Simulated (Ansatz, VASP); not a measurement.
**Hf: VASP beside Ansatz**

```
Hf
1.0
     2.96923    0.00000    0.00000
    -1.48461    2.57142    0.00000
     0.00000    0.00000    4.75335
Hf
2
Direct
  0.33333 0.66667 0.25000
  0.66667 0.33333 0.75000
```

Alike in both runs: functional PBEsol; k mesh 18 × 18 × 10; occupations gaussian, width 0.05 eV; no spin polarisation.

Ansatz relaxed the structure, and its values are those at the end. VASP's run is a single point on that final structure, the one shown.

|  | VASP | Ansatz |
| --- | --- | --- |
| version | VASP 6.6.1 | Ansatz 0.2.0 |
| potentials or method | VASP PAW PBE potentials, release 64 (Hf_pv) | scalar-relativistic, plane waves, PAW |
| plane-wave cutoff (eV) | 520 | 420 |
| valence electrons in the cell | 20 | 52 |

```csv
,VASP,Ansatz,Ansatz less VASP
gap on the k mesh at the Fermi level (eV),none,none,-
pressure (GPa),26.1,26.4,+0.36
```

A gap of «none» marks a metal or a gap that the smearing closes. The two sets of potentials don't hold the same shells in valence.

Caveats: so large a pressure means that the cell lies far from this level's equilibrium, or that cutoff or potentials fall short (VASP); the potentials were made for another functional, which shifts forces and pressure (VASP). The runs have no spin-orbit coupling, so splittings on Hf are missing.
